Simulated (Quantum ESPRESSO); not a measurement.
# Ta (Im-3m) in Quantum ESPRESSO: a series of runs

Runs on Ta. Level: LDA. Tasks: band structure, single point, equation of state.

Program: Quantum ESPRESSO 7.5. These are calculated values, not measurements. Logs are shortened: lines on timing, memory, paths and dates and some standing lists are left out, and cuts for length are marked.

**Measured values to compare with.**

“Pressure effects on the electronic structure and superconductivity of (TaNb)0.67(HfZrTi)0.33 high entropy alloy”, 2019, arxiv:1910.08312 quotes, for a bulk crystal of Ta: bulk modulus 194 GPa.

The runs below are set against these values where they give the same quantity.

## (1) The crystal as given

It takes space group Im-3m (No. 229, cubic). The conventional cell has a = 3.303 Å, b = 3.303 Å, c = 3.303 Å, α = 90.00°, β = 90.00°, γ = 90.00°. Around Ta (site symmetry m-3m) lie 8 Ta at 2.86 Å.

## (2) Band structure, LDA

Contents of pw.in:

```
&CONTROL
  calculation = 'scf'
  prefix = 'pwscf'
  outdir = './tmp'
  pseudo_dir = './pseudo'
  tprnfor = .true.
  tstress = .true.
  disk_io = 'low'
/
&SYSTEM
  ibrav = 0
  nat = 1
  ntyp = 1
  ecutwfc = 58
  nbnd = 12
  occupations = 'smearing'
  smearing = 'fd'
  degauss = 0.00367493
/
&ELECTRONS
  conv_thr = 2d-10
  electron_maxstep = 120
  mixing_beta = 0.5
/
ATOMIC_SPECIES
Ta   180.9479 Ta.upf
CELL_PARAMETERS bohr
  -3.1204669551    3.1204669551    3.1204669551
   3.1204669551   -3.1204669551    3.1204669551
   3.1204669551    3.1204669551   -3.1204669551
ATOMIC_POSITIONS bohr
Ta     0.0000000000    0.0000000000    0.0000000000
K_POINTS automatic
11 11 11 0 0 0
```

Contents of bands.in:

```
&CONTROL
  calculation = 'bands'
  prefix = 'pwscf'
  outdir = './tmp'
  pseudo_dir = './pseudo'
  disk_io = 'low'
  verbosity = 'high'
/
&SYSTEM
  ibrav = 0
  nat = 1
  ntyp = 1
  ecutwfc = 58
  nbnd = 12
  occupations = 'smearing'
  smearing = 'fd'
  degauss = 0.00367493
/
&ELECTRONS
  conv_thr = 1d-08
  electron_maxstep = 120
  mixing_beta = 0.5
  diago_full_acc = .true.
/
ATOMIC_SPECIES
Ta   180.9479 Ta.upf
CELL_PARAMETERS bohr
  -3.1204669551    3.1204669551    3.1204669551
   3.1204669551   -3.1204669551    3.1204669551
   3.1204669551    3.1204669551   -3.1204669551
ATOMIC_POSITIONS bohr
Ta     0.0000000000    0.0000000000    0.0000000000
K_POINTS crystal
60
 0.0000000000  0.0000000000  0.0000000000 1
 0.0416666667 -0.0416666667  0.0416666667 1
 0.0833333333 -0.0833333333  0.0833333333 1
 0.1250000000 -0.1250000000  0.1250000000 1
 0.1666666667 -0.1666666667  0.1666666667 1
 0.2083333333 -0.2083333333  0.2083333333 1
 0.2500000000 -0.2500000000  0.2500000000 1
 0.2916666667 -0.2916666667  0.2916666667 1
 0.3333333333 -0.3333333333  0.3333333333 1
 0.3750000000 -0.3750000000  0.3750000000 1
 0.4166666667 -0.4166666667  0.4166666667 1
 0.4583333333 -0.4583333333  0.4583333333 1
 0.5000000000 -0.5000000000  0.5000000000 1
 0.4375000000 -0.4375000000  0.5000000000 1
 0.3750000000 -0.3750000000  0.5000000000 1
 0.3125000000 -0.3125000000  0.5000000000 1
 0.2500000000 -0.2500000000  0.5000000000 1
 0.1875000000 -0.1875000000  0.5000000000 1
 0.1250000000 -0.1250000000  0.5000000000 1
 0.0625000000 -0.0625000000  0.5000000000 1
 0.0000000000  0.0000000000  0.5000000000 1
 0.0000000000  0.0000000000  0.4444444444 1
 0.0000000000  0.0000000000  0.3888888889 1
 0.0000000000  0.0000000000  0.3333333333 1
 0.0000000000  0.0000000000  0.2777777778 1
 0.0000000000  0.0000000000  0.2222222222 1
 0.0000000000  0.0000000000  0.1666666667 1
 0.0000000000  0.0000000000  0.1111111111 1
 0.0000000000  0.0000000000  0.0555555556 1
 0.0000000000  0.0000000000  0.0000000000 1
 0.0227272727  0.0227272727  0.0227272727 1
 0.0454545455  0.0454545455  0.0454545455 1
 0.0681818182  0.0681818182  0.0681818182 1
 0.0909090909  0.0909090909  0.0909090909 1
 0.1136363636  0.1136363636  0.1136363636 1
 0.1363636364  0.1363636364  0.1363636364 1
 0.1590909091  0.1590909091  0.1590909091 1
 0.1818181818  0.1818181818  0.1818181818 1
 0.2045454545  0.2045454545  0.2045454545 1
 0.2272727273  0.2272727273  0.2272727273 1
 0.2500000000  0.2500000000  0.2500000000 1
 0.2708333333  0.1875000000  0.2708333333 1
 0.2916666667  0.1250000000  0.2916666667 1
 0.3125000000  0.0625000000  0.3125000000 1
 0.3333333333  0.0000000000  0.3333333333 1
 0.3541666667 -0.0625000000  0.3541666667 1
 0.3750000000 -0.1250000000  0.3750000000 1
 0.3958333333 -0.1875000000  0.3958333333 1
 0.4166666667 -0.2500000000  0.4166666667 1
 0.4375000000 -0.3125000000  0.4375000000 1
 0.4583333333 -0.3750000000  0.4583333333 1
 0.4791666667 -0.4375000000  0.4791666667 1
 0.5000000000 -0.5000000000  0.5000000000 1
 0.2500000000  0.2500000000  0.2500000000 1
 0.2083333333  0.2083333333  0.2916666667 1
 0.1666666667  0.1666666667  0.3333333333 1
 0.1250000000  0.1250000000  0.3750000000 1
 0.0833333333  0.0833333333  0.4166666667 1
 0.0416666667  0.0416666667  0.4583333333 1
 0.0000000000  0.0000000000  0.5000000000 1
```

Potentials or basis: PseudoDojo 0.4.1 SR LDA standard.

Command:

```bash
> OMP_NUM_THREADS=1 pw.x -in pw.in > pw.out
> OMP_NUM_THREADS=1 pw.x -in bands.in > bands.out
```

pw.out:

```text
This program is part of the open-source Quantum ESPRESSO suite
     for quantum simulation of materials; please cite
[... 9 lines left out ...]
     --------------------
     sticks:   dense  smooth     PW     G-vecs:    dense   smooth      PW
     Sum         507     507    169                 7155     7155    1409

     Using Slab Decomposition

     bravais-lattice index     =            0
     lattice parameter (alat)  =       5.4048  a.u.
     unit-cell volume          =     121.5399 (a.u.)^3
     number of atoms/cell      =            1
     number of atomic types    =            1
     number of electrons       =        13.00
     number of Kohn-Sham states=           12
     kinetic-energy cutoff     =      58.0000  Ry
     charge density cutoff     =     232.0000  Ry
     scf convergence threshold =      2.0E-10
     mixing beta               =       0.5000
     number of iterations used =            8  plain     mixing
     Exchange-correlation= SLA  PW   NOGX NOGC
                           (   1   4   0   0   0   0   0)

     celldm(1)=   5.404807  celldm(2)=   0.000000  celldm(3)=   0.000000
     celldm(4)=   0.000000  celldm(5)=   0.000000  celldm(6)=   0.000000

     crystal axes: (cart. coord. in units of alat)
               a(1) = (  -0.577350   0.577350   0.577350 )
               a(2) = (   0.577350  -0.577350   0.577350 )
               a(3) = (   0.577350   0.577350  -0.577350 )

     reciprocal axes: (cart. coord. in units 2 pi/alat)
               b(1) = ( -0.000000  0.866025  0.866025 )
               b(2) = (  0.866025 -0.000000  0.866025 )
               b(3) = (  0.866025  0.866025  0.000000 )

     PseudoPot. # 1 for Ta read from file:
     Ta.upf
     Pseudo is Norm-conserving + core correction, Zval = 13.0
     Generated using ONCVPSP code by D. R. Hamann
     Using radial grid of 1432 points,  8 beta functions with:
                l(1) =   0
                l(2) =   0
                l(3) =   1
                l(4) =   1
                l(5) =   2
                l(6) =   2
                l(7) =   3
                l(8) =   3

     atomic species   valence    mass     pseudopotential
     Ta               13.00   180.94790     Ta( 1.00)

     48 Sym. Ops., with inversion, found

   Cartesian axes

     site n.     atom                  positions (alat units)
         1        Ta     tau(   1) = (   0.0000000   0.0000000   0.0000000  )

     number of k points=    56  Fermi-Dirac smearing, width (Ry)=  0.0037
                       cart. coord. in units 2pi/alat
        k(    1) = (   0.0000000   0.0000000   0.0000000), wk =   0.0015026
        k(    2) = (   0.0787296   0.0787296   0.0000000), wk =   0.0180316
        k(    3) = (   0.1574592   0.1574592   0.0000000), wk =   0.0180316
        k(    4) = (   0.2361887   0.2361887   0.0000000), wk =   0.0180316
        k(    5) = (   0.3149183   0.3149183   0.0000000), wk =   0.0180316
        k(    6) = (   0.3936479   0.3936479   0.0000000), wk =   0.0180316
[... 48 lines left out ...]
        k(   55) = (  -0.7872958  -0.0787296  -0.0787296), wk =   0.0120210
        k(   56) = (  -0.0000000  -0.0000000   0.7872958), wk =   0.0090158

     Dense  grid:     7155 G-vectors     FFT dimensions: (  27,  27,  27)

     Initial potential from superposition of free atoms

     starting charge      12.9993, renormalised to      13.0000
     Starting wfcs are   10 randomized atomic wfcs +    2 random wfcs

     Self-consistent Calculation

     iteration #  1     ecut=    58.00 Ry     beta= 0.50
     Davidson diagonalization with overlap
     ethr =  1.00E-02,  avg # of iterations =  3.5

     Threshold (ethr) on eigenvalues was too large:
     Diagonalizing with lowered threshold

     Davidson diagonalization with overlap
     ethr =  1.62E-04,  avg # of iterations =  2.5

     total energy              =    -130.32446079 Ry
     estimated scf accuracy    <       0.02200078 Ry

     iteration #  2     ecut=    58.00 Ry     beta= 0.50
     Davidson diagonalization with overlap
[... 57 lines left out ...]
    21.8301  22.2792  32.6916  34.1462

          k = 0.3149 0.3149 0.0000 (   908 PWs)   bands (ev):

   -48.9355 -15.9278 -15.2544 -14.9419  13.5675  16.8372  18.4006  21.9097
    22.5965  23.8351  31.1075  31.6857

          k = 0.3936 0.3936 0.0000 (   904 PWs)   bands (ev):

   -48.9177 -16.0965 -15.3110 -14.9430  13.7147  16.5579  19.5387  21.9554
    22.8838  25.5588  29.9780  30.0395

          k = 0.1575 0.0787 0.0787 (   930 PWs)   bands (ev):

   -49.0055 -15.2199 -15.0022 -14.9608  11.2607  18.2388  18.3434  19.8973
    21.2485  22.1739  33.6049  34.4884

          k = 0.2362 0.1575 0.0787 (   913 PWs)   bands (ev):

   -48.9770 -15.5037 -15.1027 -14.9722  12.4251  17.6475  17.8632  21.0915
    21.3275  22.4213  33.6220  34.8550

          k = 0.3149 0.2362 0.0787 (   907 PWs)   bands (ev):

   -48.9459 -15.7956 -15.2225 -14.9767  13.5367  17.0786  17.7604  21.4594
    22.6646  23.2046  31.8773  33.1904

          k = 0.3936 0.3149 0.0787 (   904 PWs)   bands (ev):

   -48.9220 -16.0099 -15.3141 -14.9795  13.9598  16.7079  18.5911  21.8250
    22.9112  25.1785  30.2058  31.1319

          k = 0.4724 0.3936 0.0787 (   896 PWs)   bands (ev):

   -48.9131 -16.0882 -15.3480 -14.9804  13.9882  16.5791  19.3038  21.7795
    23.1478  26.2002  29.2704  30.4629

          k = 0.3149 0.1575 0.1575 (   911 PWs)   bands (ev):

   -48.9497 -15.7243 -15.2055 -15.0185  13.6075  17.1572  17.4627  21.1009
    22.7621  23.1057  32.3618  34.5985

          k = 0.3936 0.2362 0.1575 (   905 PWs)   bands (ev):

   -48.9246 -15.8973 -15.3460 -15.0386  14.5052  16.7983  17.5945  21.4857
    22.8767  25.2004  30.3884  33.0548

          k = 0.4724 0.3149 0.1575 (   900 PWs)   bands (ev):

   -48.9096 -15.9890 -15.4424 -15.0460  14.6963  16.6907  18.2403  21.7338
    23.1043  26.9932  28.5078  31.7411
[... 163 lines left out ...]
   -48.8749 -15.8621 -15.7050 -15.2670  15.8718  15.9606  17.6563  21.9185
    23.1126  27.7620  28.7229  31.2876

          k =-0.0000-0.0000 0.4724 (   908 PWs)   bands (ev):

   -48.9090 -15.6269 -15.4007 -15.4007  14.8515  16.6644  19.6046  19.6046
    21.6530  22.9071  32.8392  36.5045

          k =-0.0000-0.0787 0.5511 (   906 PWs)   bands (ev):

   -48.8835 -15.7801 -15.5060 -15.4368  15.3491  15.9179  19.7779  20.1479
    23.1678  23.3542  32.5507  34.1588

          k =-0.0000-0.1575 0.6298 (   905 PWs)   bands (ev):

   -48.8683 -15.9007 -15.5676 -15.4252  15.1982  15.8739  19.6780  20.0351
    24.9415  25.4810  29.6332  31.9745

          k = 0.0787-0.0787 0.6298 (   901 PWs)   bands (ev):

   -48.8641 -15.8297 -15.6395 -15.4668  15.3490  15.4215  19.6315  21.4823
    23.4257  25.4468  30.4802  31.9054

          k =-0.7873-0.1575-0.1575 (   906 PWs)   bands (ev):

   -48.8568 -15.8487 -15.7029 -15.4626  15.1531  15.4019  19.4468  21.9908
    24.1613  27.6786  28.2470  30.3115

          k =-0.0000-0.0000 0.6298 (   896 PWs)   bands (ev):

   -48.8600 -15.7444 -15.6149 -15.6149  15.1664  15.2185  21.3203  21.3203
    23.3931  23.6128  32.0680  32.0680

          k =-0.0000-0.0787 0.7086 (   896 PWs)   bands (ev):

   -48.8460 -15.8107 -15.6786 -15.6299  14.7826  14.9332  21.8025  21.8141
    24.6978  25.6660  29.2137  30.0332

          k =-0.7873-0.0787-0.0787 (   889 PWs)   bands (ev):

   -48.8393 -15.7723 -15.7723 -15.6414  14.6494  14.6494  21.7797  23.9700
    23.9700  27.8955  27.8955  28.0092

          k =-0.0000-0.0000 0.7873 (   880 PWs)   bands (ev):

   -48.8327 -15.7614 -15.7435 -15.7435  14.3901  14.4346  23.8916  23.8916
    24.6907  26.1203  27.9348  27.9348

     the Fermi energy is    18.0920 ev

!    total energy              =    -130.32644245 Ry
     estimated scf accuracy    <          4.4E-11 Ry
     smearing contrib. (-TS)   =      -0.00054845 Ry
     internal energy E=F+TS    =    -130.32589400 Ry

     The total energy is F=E-TS. E is the sum of the following terms:
     one-electron contribution =     -17.08770429 Ry
     hartree contribution      =      14.69639027 Ry
     xc contribution           =     -29.38675651 Ry
     ewald contribution        =     -98.54782347 Ry

     convergence has been achieved in   7 iterations

     Forces acting on atoms (cartesian axes, Ry/au):

     atom    1 type  1   force =     0.00000000    0.00000000    0.00000000

     Total force =     0.000000     Total SCF correction =     0.000000

     Computing stress (Cartesian axis) and pressure

          total   stress  (Ry/bohr**3)                   (kbar)     P=     -106.51
  -0.00072402  -0.00000000  -0.00000000         -106.51       -0.00       -0.00
  -0.00000000  -0.00072402  -0.00000000           -0.00     -106.51       -0.00
  -0.00000000  -0.00000000  -0.00072402           -0.00       -0.00     -106.51

=------------------------------------------------------------------------------=
   JOB DONE.
=------------------------------------------------------------------------------=
```

Run time: 13 s. Hardware: 1 thread of Arm Neoverse V1, shared host; peak memory 0.09 GiB.

Results:

| Quantity | Value |
| --- | --- |
| Free energy | -1773.1816 eV |
| Pressure | -10.7 GPa |
| Band gap on the k mesh | none (metal or under the smearing width) |

Levels at the corners of the path, in eV from the Fermi level:
```
point  band 4  band 5  band 6  band 7  band 8  band 9
    Γ  -33.03   -7.88    0.68    0.68    0.68    3.94
    H  -33.85   -3.80   -3.80    6.79    6.79    6.79
    N  -33.04   -4.37   -1.57    1.70    3.81    4.84
    Γ  -33.03   -7.88    0.68    0.68    0.68    3.94
    P  -33.63   -1.21   -1.21   -1.21    5.01    5.01
    H  -33.85   -3.80   -3.80    6.79    6.79    6.79
    P  -33.63   -1.21   -1.21   -1.21    5.01    5.01
    N  -33.04   -4.37   -1.57    1.70    3.81    4.84
```

Caveat: spin-orbit coupling is left out, which moves the levels of the heavy elements.

## (3) Single point, LDA, 16.93 Å³/atom

Contents of pw.in:

```
&CONTROL
  calculation = 'scf'
  prefix = 'pwscf'
  outdir = './tmp'
  pseudo_dir = './pseudo'
  tprnfor = .true.
  tstress = .true.
  disk_io = 'nowf'
/
&SYSTEM
  ibrav = 0
  nat = 1
  ntyp = 1
  ecutwfc = 58
  nbnd = 12
  occupations = 'smearing'
  smearing = 'fd'
  degauss = 0.00367493
/
&ELECTRONS
  conv_thr = 2d-10
  electron_maxstep = 120
  mixing_beta = 0.5
/
ATOMIC_SPECIES
Ta   180.9479 Ta.upf
CELL_PARAMETERS angstrom
  -1.6175709496    1.6175709496    1.6175709496
   1.6175709496   -1.6175709496    1.6175709496
   1.6175709496    1.6175709496   -1.6175709496
ATOMIC_POSITIONS crystal
Ta     0.0000000000    0.0000000000    0.0000000000
K_POINTS automatic
11 11 11 0 0 0
```

Potentials or basis: PseudoDojo 0.4.1 SR LDA standard.

Command:

```bash
> OMP_NUM_THREADS=1 pw.x -in pw.in > pw.out
```

Wall time 5.6 s (1 thread of Arm Neoverse V1, shared host); peak memory 0.09 GiB.

It converged, with:

- Free energy: -1773.2123 eV
- Pressure: 2.2 GPa
- Band gap on the k mesh: none (metal or under the smearing width)

## (4) Single point, LDA, 17.29 Å³/atom

pw.in: that of step 3 with these lines changed.

```diff
@@ -27,5 +27,5 @@
 CELL_PARAMETERS angstrom
-  -1.6175709496    1.6175709496    1.6175709496
-   1.6175709496   -1.6175709496    1.6175709496
-   1.6175709496    1.6175709496   -1.6175709496
+  -1.6289626696    1.6289626696    1.6289626696
+   1.6289626696   -1.6289626696    1.6289626696
+   1.6289626696    1.6289626696   -1.6289626696
 ATOMIC_POSITIONS crystal
```

Command:

```bash
> OMP_NUM_THREADS=1 pw.x -in pw.in > pw.out
```

It took 5.7 s on 1 thread of Arm Neoverse V1, shared host; peak memory 0.09 GiB.

Results (log left out):

```
Free energy            : -1773.2119 eV
Pressure               : -2.5 GPa
Band gap on the k mesh : none (metal or under the smearing width)
```

## (5) Single point, LDA, 17.65 Å³/atom

pw.in: that of step 4 with these lines changed.

```diff
@@ -27,5 +27,5 @@
 CELL_PARAMETERS angstrom
-  -1.6289626696    1.6289626696    1.6289626696
-   1.6289626696   -1.6289626696    1.6289626696
-   1.6289626696    1.6289626696   -1.6289626696
+  -1.6401972500    1.6401972500    1.6401972500
+   1.6401972500   -1.6401972500    1.6401972500
+   1.6401972500    1.6401972500   -1.6401972500
 ATOMIC_POSITIONS crystal
```

Command:

```bash
> OMP_NUM_THREADS=1 pw.x -in pw.in > pw.out
```

Run time: 5.7 s. Hardware: 1 thread of Arm Neoverse V1, shared host; peak memory 0.09 GiB.

Results (log left out):

| Property | Result |
| --- | --- |
| Free energy | -1773.2013 eV |
| Pressure | -6.8 GPa |
| Band gap on the k mesh | none (metal or under the smearing width) |

## (6) Single point, LDA, 18.01 Å³/atom

pw.in: that of step 5 with these lines changed.

```diff
@@ -27,5 +27,5 @@
 CELL_PARAMETERS angstrom
-  -1.6401972500    1.6401972500    1.6401972500
-   1.6401972500   -1.6401972500    1.6401972500
-   1.6401972500    1.6401972500   -1.6401972500
+  -1.6512800000    1.6512800000    1.6512800000
+   1.6512800000   -1.6512800000    1.6512800000
+   1.6512800000    1.6512800000   -1.6512800000
 ATOMIC_POSITIONS crystal
```

Potentials or basis: PseudoDojo 0.4.1 SR LDA standard.

Command:

```bash
> OMP_NUM_THREADS=1 pw.x -in pw.in > pw.out
```

Wall time 8.5 s (1 thread of Arm Neoverse V1, shared host); peak memory 0.09 GiB.

Results (log left out):

| Property | Result |
| --- | --- |
| Free energy | -1773.1816 eV |
| Pressure | -10.7 GPa |
| Band gap on the k mesh | none (metal or under the smearing width) |

## (7) Single point, LDA, 18.37 Å³/atom

pw.in: that of step 6 with these lines changed.

```diff
@@ -27,5 +27,5 @@
 CELL_PARAMETERS angstrom
-  -1.6512800000    1.6512800000    1.6512800000
-   1.6512800000   -1.6512800000    1.6512800000
-   1.6512800000    1.6512800000   -1.6512800000
+  -1.6622159478    1.6622159478    1.6622159478
+   1.6622159478   -1.6622159478    1.6622159478
+   1.6622159478    1.6622159478   -1.6622159478
 ATOMIC_POSITIONS crystal
```

Command:

```bash
> OMP_NUM_THREADS=1 pw.x -in pw.in > pw.out
```

Run time: 8.6 s. Hardware: 1 thread of Arm Neoverse V1, shared host; peak memory 0.09 GiB.

It converged, with:

```
Free energy            : -1773.1538 eV
Pressure               : -14.1 GPa
Band gap on the k mesh : none (metal or under the smearing width)
```

## (8) Single point, LDA, 18.73 Å³/atom

pw.in: that of step 7 with these lines changed.

```diff
@@ -27,5 +27,5 @@
 CELL_PARAMETERS angstrom
-  -1.6622159478    1.6622159478    1.6622159478
-   1.6622159478   -1.6622159478    1.6622159478
-   1.6622159478    1.6622159478   -1.6622159478
+  -1.6730098603    1.6730098603    1.6730098603
+   1.6730098603   -1.6730098603    1.6730098603
+   1.6730098603    1.6730098603   -1.6730098603
 ATOMIC_POSITIONS crystal
```

Command:

```bash
> OMP_NUM_THREADS=1 pw.x -in pw.in > pw.out
```

It took 8.6 s on 1 thread of Arm Neoverse V1, shared host; peak memory 0.09 GiB.

The run converged. Its results:

- Free energy: -1773.1187 eV
- Pressure: -17.1 GPa
- Band gap on the k mesh: none (metal or under the smearing width)

## (9) Single point, LDA, 19.09 Å³/atom

pw.in: that of step 8 with these lines changed.

```diff
@@ -27,5 +27,5 @@
 CELL_PARAMETERS angstrom
-  -1.6730098603    1.6730098603    1.6730098603
-   1.6730098603   -1.6730098603    1.6730098603
-   1.6730098603    1.6730098603   -1.6730098603
+  -1.6836662614    1.6836662614    1.6836662614
+   1.6836662614   -1.6836662614    1.6836662614
+   1.6836662614    1.6836662614   -1.6836662614
 ATOMIC_POSITIONS crystal
```

Potentials or basis: PseudoDojo 0.4.1 SR LDA standard.

Command:

```bash
> OMP_NUM_THREADS=1 pw.x -in pw.in > pw.out
```

It took 8.7 s on 1 thread of Arm Neoverse V1, shared host; peak memory 0.09 GiB.

It converged, with:

```
Free energy            : -1773.0771 eV
Pressure               : -19.8 GPa
Band gap on the k mesh : none (metal or under the smearing width)
```

## (10) Equation of state, LDA

This step only gathers the single runs of the series.

Results:

```
Equilibrium volume                      : 17.09 Å³/atom
Bulk modulus                            : 228 GPa
Pressure derivative of the bulk modulus : 4.4
```

Energy against volume, from the lowest point:
```tsv
volume (Å³/atom)	energy (meV/atom)
16.930	0.00
17.290	0.41
17.650	11.00
18.010	30.70
18.371	58.52
18.731	93.60
19.091	135.16
```

Spin-orbit coupling is left out, which matters for the levels of Ta. LDA usually gives volumes a few per cent too small.

## (11) How close it comes

Step 10. Against the measured bulk modulus of Ta, 194 GPa (quoted in “Pressure effects on the electronic structure and superconductivity of (TaNb)0.67(HfZrTi)0.33 high entropy alloy”, 2019, arxiv:1910.08312), the calculated 228 GPa is off by +17.8 %. The fit is for a static lattice scaled at fixed shape and fixed fractional positions.
